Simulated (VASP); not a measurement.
Set up this calculation in VASP 6.6.1, as the native input.

```yaml
Task: electric field gradients
Functional: r2SCAN
Potentials_or_basis: VASP PAW PBE potentials, release 64 (Lu, H, O)
Cutoff: 520 eV
k_mesh: 5 × 5 × 7
Occupations: fermi-dirac, width 0.02 eV
Spin: no spin polarisation
Dipole_correction: no
Further_INCAR_settings: ALGO = Normal; EDIFF = 1e-08; NBANDS = 59
```

The system is LuH3O3.

```
Lu H O
1.0
     6.22563    0.00000    0.00000
    -3.11281    5.39155    0.00000
     0.00000    0.00000    3.46341
Lu H O
2 6 6
Direct
  0.66667 0.33333 0.75000
  0.33333 0.66667 0.25000
  0.86118 0.72291 0.25000
  0.27709 0.13826 0.25000
  0.13826 0.86118 0.75000
  0.86174 0.13882 0.25000
  0.72291 0.86174 0.75000
  0.13882 0.27709 0.75000
  0.91509 0.60105 0.25000
  0.39895 0.31405 0.25000
  0.31405 0.91509 0.75000
  0.68595 0.08491 0.25000
  0.60105 0.68595 0.75000
  0.08491 0.39895 0.75000
```

The cell comes from a database or a generator and needn't be the stable form of this composition.

These files were run (other wordings do the same):

POSCAR

```
LuH3O3
1.0
    6.2256258829      0.0000000000      0.0000000000
   -3.1128129414      5.3915501690      0.0000000000
    0.0000000000      0.0000000000      3.4634080000
Lu H O
2 6 6
Direct
    0.6666666667      0.3333333333      0.7500000000
    0.3333333333      0.6666666667      0.2500000000
    0.8611750100      0.7229140100      0.2500000000
    0.2770859900      0.1382610000      0.2500000000
    0.1382610000      0.8611750100      0.7500000000
    0.8617390000      0.1388249900      0.2500000000
    0.7229140100      0.8617390000      0.7500000000
    0.1388249900      0.2770859900      0.7500000000
    0.9150920100      0.6010450100      0.2500000000
    0.3989549900      0.3140470000      0.2500000000
    0.3140470000      0.9150920100      0.7500000000
    0.6859530000      0.0849079900      0.2500000000
    0.6010450100      0.6859530000      0.7500000000
    0.0849079900      0.3989549900      0.7500000000
```

INCAR.step1

```
SYSTEM = LuH3O3
PREC = Accurate ; ENCUT = 520
ISMEAR = -1 ; SIGMA = 0.02
LREAL = .False. ; LASPH = .True.
NELM = 60 ; NBANDS = 59
GGA = PE ; ALGO = Normal
EDIFF = 1E-4 ; LWAVE = .True.
LCHARG = .False.
```

INCAR.step2

```
SYSTEM = LuH3O3
PREC = Accurate ; ENCUT = 520
EDIFF = 1E-8 ; ISMEAR = -1
SIGMA = 0.02 ; LREAL = .False.
LASPH = .True. ; NELM = 60
ALGO = Normal ; ISIF = 2
LWAVE = .False. ; LCHARG = .False.
METAGGA = R2SCAN ; LMIXTAU = .True.
LEFG = .True. ; NBANDS = 59
ISTART = 1
```

KPOINTS

```
Automatic mesh
0
Gamma
  5 5 7
  0 0 0
```

Potentials or basis: VASP PAW PBE potentials, release 64 (Lu, H, O).

Run with:

```sh
$ cat potpaw_PBE.64/Lu/POTCAR potpaw_PBE.64/H/POTCAR potpaw_PBE.64/O/POTCAR > POTCAR
$ cp INCAR.step1 INCAR
$ mpirun -np 1 vasp_std > vasp.out
$ cp INCAR.step2 INCAR
$ mpirun -np 1 vasp_std > vasp.out
```

It gave:

* Pressure: -1.4 GPa
* Largest force: 0.360 eV/Å
* Band gap on the k mesh: 4.14 eV, direct

Caveat: the PAW data sets were made with another functional, which shifts forces and pressure a little; spin-orbit coupling is left out, which moves the levels of the heavy elements; an odd mesh through Γ misses points on the zone boundary, where band edges often lie.

Run time: 8.9 min on 1 thread of Intel(R) Xeon(R) Platinum 8559C (Emerald Rapids), with other jobs on the host, peak memory 0.33 GiB.
